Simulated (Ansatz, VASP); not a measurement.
## TePb in VASP and in Ansatz

```
Te Pb
1.0
     0.00000    3.23100    3.23100
     3.23100    0.00000    3.23100
     3.23100    3.23100    0.00000
Te Pb
1 1
Direct
  0.50000 0.50000 0.50000
  0.00000 0.00000 0.00000
```

Alike in both runs: task single point; functional revPBE; k mesh 5 × 5 × 5; no spin polarisation.

|  | VASP | Ansatz |
| --- | --- | --- |
| version | VASP 6.6.1 | Ansatz 0.2.0 |
| potentials or method | VASP PAW PBE potentials, release 64 (Te, Pb_d) | plane waves, PAW |
| plane-wave cutoff (eV) | 520 | 420 |
| occupations | gaussian, width 0.01 eV | fixed |
| valence electrons in the cell | 20 | 30 |

|  | VASP | Ansatz | Ansatz less VASP |
| --- | --- | --- | --- |
| pressure (GPa) | 3.2 | 3.2 | +0.07 |

The two sets of potentials don't hold the same shells in valence.

Caveats: the PAW data sets were made with another functional, which shifts forces and pressure a little (VASP). The runs have no spin-orbit coupling, so splittings on Pb, Te are missing.
